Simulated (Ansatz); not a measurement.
The system is Sn.

```xyz
1
Lattice="-1.7265 1.7755 2.3383 1.7265 -1.7755 2.3383 1.7265 1.7755 -2.3383" Properties=species:S:1:pos:R:3 pbc="T T T"
Sn    0.0000    0.0000    0.0000
```

This isn't the form of Sn at room conditions, which is tetragonal (white tin).

| Quantity | Value |
| --- | --- |
| Program | Ansatz 0.2.0 |
| Task | relaxation of cell and atoms |
| Functional | PBE0 |
| Potentials or basis | Ansatz PAW |
| Cutoff | 420 eV (not typed: the program's choice for these potentials) |
| k mesh | 6 × 6 × 6 |
| Occupations | fermi-dirac, width 0.05 eV |
| Spin | no spin polarisation |

At the start: volume 28.67 Å³/atom.

Problem. How do energy, volume and symmetry change on relaxing?

Solution. It ends after 10 steps and the volume is 27.29 Å³/atom (-4.8 %); space group Immm (No. 71, to 0.05 Å).

The path:
```csv
step,energy change (eV),largest force (eV/Å),volume (Å³)
1,0.0000,0.0000,28.67
2,-0.0428,0.0000,27.91
3,-0.0621,0.0000,26.85
4,-0.0893,0.0000,27.17
5,-0.0929,0.0000,27.57
6,-0.0934,0.0000,27.33
7,-0.0937,0.0000,27.20
8,-0.0937,0.0000,27.31
9,-0.0937,0.0000,27.29
10,-0.0938,0.0000,27.29
```

Final structure:
```xyz
1
Lattice="-1.6473 1.9731 2.0994 1.6473 -1.9731 2.0994 1.6473 1.9731 -2.0994" Properties=species:S:1:pos:R:3 pbc="T T T"
Sn    0.0000    0.0000    0.0000
```

Caveat: the k mesh is coarse (spacing up to 0.42 Å⁻¹), so the values aren't converged, least of all with exact exchange; the plane-wave basis is chosen anew once the cell has moved, so the energies of steps on either side of that aren't comparable; the PAW data sets come from PBE, with cores solved anew for the run's functional, which leaves a small shift of forces and pressure.
